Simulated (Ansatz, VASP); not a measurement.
# Two plane-wave programs on Zr

INCAR

```
SYSTEM = Zr
PREC     = Accurate       ! precision mode
ENCUT    = 600            ! plane-wave cutoff, eV
EDIFF    = 1E-6           ! SCF threshold, eV
ISMEAR   = 0              ! smearing method
SIGMA    = 0.1            ! smearing width, eV
LREAL    = .FALSE.        ! projectors in reciprocal space
LASPH    = .TRUE.         ! aspherical terms in the spheres
NELM     = 80             ! most SCF steps
ALGO     = Fast           ! electronic algorithm
ISIF     = 3              ! what is computed and relaxed
LWAVE    = .FALSE.        ! write WAVECAR
LCHARG   = .FALSE.        ! write CHGCAR
GGA      = PS             ! functional
IBRION   = 2              ! ionic algorithm
NSW      = 80             ! ionic steps
EDIFFG   = -0.01          ! ionic threshold
```

The input KPOINTS:

```
Automatic mesh
0
G
  16 16 16
  0 0 0
```

POSCAR

```
Zr
1.0
    0.0000000000      2.2293637740      2.2293637740
    2.2293637740      0.0000000000      2.2293637740
    2.2293637740      2.2293637740      0.0000000000
Zr
1
Direct
    0.0000000000      0.0000000000      0.0000000000
```

Input for Ansatz:

```yaml
crystal:
  lattice:
    - [0.0, 2.2293637741, 2.2293637741]
    - [2.2293637741, 0.0, 2.2293637741]
    - [2.2293637741, 2.2293637741, 0.0]
  atoms:
    - { symbol: Zr, position: [0.0, 0.0, 0.0] }
basis:
  ecutwfc: 420
kpoints:
  mp_grid: { grid: [16, 16, 16] }
hamiltonian:
  xc: pbesol
scf:
  occupations: { method: gaussian, width: 0.1 }
output:
  forces: true
  stress: true
  eigenvalues: true
relax:
  adjacent_minimum: "off"
  f_tol: 0.01
  max_steps: 60
  cell: { stress_tol: 0.1 }
```

Alike in both runs: task relaxation of cell and atoms; functional PBEsol; k mesh 16 × 16 × 16; occupations gaussian, width 0.1 eV; no spin polarisation.

```csv
,VASP,Ansatz
version,VASP 6.6.1,Ansatz 0.2.0
potentials or method,"VASP PAW PBE potentials, release 64 (Zr_sv)","scalar-relativistic, plane waves, PAW"
plane-wave cutoff (eV),600,420
valence electrons in the cell,12,12
```

|  | VASP | Ansatz | Ansatz less VASP |
| --- | --- | --- | --- |
| gap on the k mesh at the Fermi level, each at its own relaxed structure (eV) | none | none | - |
| relaxed volume (Å³/atom) | 22.24 | 22.22 | -0.019 |
| relaxed cell length with the largest relative difference (Å) | 3.157 | 3.156 | -0.0009 |

A gap of «none» marks a metal or a gap that the smearing closes.

Caveats: the PAW data sets were made with another functional, which shifts forces and pressure a little (VASP). Zero-point motion and thermal expansion aren't in these numbers.
